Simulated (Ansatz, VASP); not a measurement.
## Ti in VASP and in Ansatz

```xyz
3
Lattice="4.2828 0.0000 0.0000 -2.1414 3.7091 0.0000 0.0000 0.0000 2.6806" Properties=species:S:1:pos:R:3 pbc="T T T"
Ti    0.0000    0.0000    0.0000
Ti    0.0000    2.4727    1.3403
Ti    2.1414    1.2364    1.3403
```

Alike in both runs: functional LDA; k mesh 9 × 9 × 12; occupations fermi-dirac, width 0.05 eV; no spin polarisation.

Ansatz relaxed the structure, and its values are those at the end. VASP's run is a single point on that final structure, the one shown.

```csv
,VASP,Ansatz
version,VASP 6.6.1,Ansatz 0.2.0
potentials or method,"VASP PAW LDA potentials, release 64 (Ti_sv)","PAW with Ansatz's default frozen-core files, scalar-relativistic"
plane-wave cutoff (eV),520,420
valence electrons in the cell,36,36
```

```tsv
	VASP	Ansatz	Ansatz less VASP
pressure (GPa)	16.7	17.0	+0.26
```

Caveats: so large a pressure means that the cell lies far from this level's equilibrium, or that cutoff or potentials fall short (VASP).
